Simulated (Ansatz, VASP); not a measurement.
**SiC in VASP and in Ansatz**

File INCAR:

```
  PREC = Accurate
  ENCUT = 520
  EDIFF = 1E-6
  ISMEAR = 0
  SIGMA = 0.01
  LREAL = Auto
  LASPH = True
  NELM = 60
  ALGO = Normal
  ISIF = 2
  LWAVE = False
  LCHARG = False
  GGA = PE
  NBANDS = 46
```

The input KPOINTS:

```
Automatic mesh
0
Gamma
  3 3 3
```

The input POSCAR:

```
SiC
1.0
    0.0000000000      4.3797259407     -4.3797259407
    4.3797259407      4.3797259407      0.0000000000
    4.3797259407      0.0000000000     -4.3797259407
Si C
8 8
Direct
    0.3750000000      0.3750000000      0.3750000000
    0.3750000000      0.8750000000      0.3750000000
    0.8750000000      0.3750000000      0.3750000000
    0.8750000000      0.8750000000      0.3750000000
    0.3750000000      0.3750000000      0.8750000000
    0.3750000000      0.8750000000      0.8750000000
    0.8750000000      0.3750000000      0.8750000000
    0.8750000000      0.8750000000      0.8750000000
    0.5000000000      0.5000000000      0.0000000000
    0.5000000000      0.0000000000      0.0000000000
    1.0000000000      0.5000000000      0.0000000000
    1.0000000000      0.0000000000      0.0000000000
    0.5000000000      0.5000000000      0.5000000000
    0.5000000000      0.0000000000      0.5000000000
    1.0000000000      0.5000000000      0.5000000000
    1.0000000000      0.0000000000      0.5000000000
```

Input for Ansatz:

```yaml
crystal:
  lattice:
    - [0.0, 4.3797259415, -4.3797259415]
    - [4.3797259415, 4.3797259415, 0.0]
    - [4.3797259415, 0.0, -4.3797259415]
  atoms:
    - { symbol: Si, position: [0.375, 0.375, 0.375] }
    - { symbol: Si, position: [0.375, 0.875, 0.375] }
    - { symbol: Si, position: [0.875, 0.375, 0.375] }
    - { symbol: Si, position: [0.875, 0.875, 0.375] }
    - { symbol: Si, position: [0.375, 0.375, 0.875] }
    - { symbol: Si, position: [0.375, 0.875, 0.875] }
    - { symbol: Si, position: [0.875, 0.375, 0.875] }
    - { symbol: Si, position: [0.875, 0.875, 0.875] }
    - { symbol: C, position: [0.5, 0.5, 0.0] }
    - { symbol: C, position: [0.5, 0.0, 0.0] }
    - { symbol: C, position: [1.0, 0.5, 0.0] }
    - { symbol: C, position: [1.0, 0.0, 0.0] }
    - { symbol: C, position: [0.5, 0.5, 0.5] }
    - { symbol: C, position: [0.5, 0.0, 0.5] }
    - { symbol: C, position: [1.0, 0.5, 0.5] }
    - { symbol: C, position: [1.0, 0.0, 0.5] }
basis:
  ecutwfc: 420
  xc_grid: 2
kpoints:
  mp_grid: { grid: [3, 3, 3], shift: [0.0, 0.0, 0.0] }
hamiltonian:
  xc: pbe
scf:
  occupations: { method: gaussian, width: 0.01 }
output:
  forces: true
  stress: true
  eigenvalues: true
```

Alike in both runs: task single point; functional PBE; k mesh 3 × 3 × 3; occupations gaussian, width 0.01 eV; no spin polarisation.

```csv
,VASP,Ansatz
version,VASP 6.6.1,Ansatz 0.2.0
potentials or method,"VASP PAW PBE potentials, release 64 (Si, C)","scalar-relativistic, plane waves, PAW"
plane-wave cutoff (eV),520,420
valence electrons in the cell,64,64
```

Ansatz gave:

```
gap on the k mesh at the Fermi level (eV) : 1.37
least direct gap on the mesh (eV)         : 1.37
pressure (GPa)                            : 0.0
```

Problem. Estimate VASP's values.

Solution. gap on the k mesh at the Fermi level (eV): 1.36; least direct gap on the mesh (eV): 1.36; pressure (GPa): 0.0.
